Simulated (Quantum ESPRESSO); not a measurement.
Crystal: SiC (Moissanite).

```
CELL_PARAMETERS angstrom
3.07600 0.00000 0.00000
-1.53800 2.66389 0.00000
0.00000 0.00000 5.04800
ATOMIC_POSITIONS crystal
Si 0.66667 0.33333 0.50000
Si 0.33333 0.66667 0.00000
C 0.66667 0.33333 0.88500
C 0.33333 0.66667 0.38500
```

Base run:

- Program: Quantum ESPRESSO 7.5
- Functional: B86bPBE
- Potentials or basis: PseudoDojo 0.4.1 SR PBE standard
- Cutoff: 1116 eV
- Density cutoff: 4463 eV
- k mesh: 10 × 10 × 5
- Occupations: fermi-dirac, width 0.05 eV
- Spin: no spin polarisation

Its results: band gap on the k mesh 2.54 eV, indirect (least direct gap 4.13 eV); pressure 4.4 GPa; largest force 0.760 eV/Å.

Problem. After a change of settings the same cell gave: band gap on the k mesh 2.93 eV, indirect (least direct gap 4.42 eV); pressure 1.6 GPa; largest force 0.745 eV/Å. Which change was it?
A. functional from B86bPBE to SOGGA
B. functional from B86bPBE to HCTH
C. functional from B86bPBE to PW86PBE

Solution. B.

Caveats: the potentials were made for another functional, which shifts forces and pressure; the mesh misses the band edges, which the band path finds closer together.
